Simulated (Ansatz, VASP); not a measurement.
Ta in VASP and in Ansatz

```
Ta
1.0
    -1.65493    1.65493    1.65493
     1.65493   -1.65493    1.65493
     1.65493    1.65493   -1.65493
Ta
1
Direct
  0.00000 0.00000 0.00000
```

Alike in both runs: task single point; functional PBE; k mesh 8 × 8 × 8; occupations gaussian, width 0.1 eV; no spin polarisation.

|  | VASP | Ansatz |
| --- | --- | --- |
| version | VASP 6.6.1 | Ansatz 0.2.0 |
| potentials or method | VASP PAW PBE potentials, release 64 (Ta_pv) | scalar-relativistic, plane waves, PAW |
| plane-wave cutoff (eV) | 520 | 420 |
| valence electrons in the cell | 11 | 13 |

Ansatz gave:

| Quantity | Value |
| --- | --- |
| gap on the k mesh at the Fermi level (eV) | none |
| pressure (GPa) | -0.3 |

Problem. Which values does VASP return?

Solution. gap on the k mesh at the Fermi level (eV): none; pressure (GPa): -0.2.

A gap of «none» marks a metal or a gap that the smearing closes. With one functional, cell and mesh, what is left measures potentials, basis and numerics. The two sets of potentials don't hold the same shells in valence.

Spin-orbit coupling is left out, which matters for the levels of Ta.
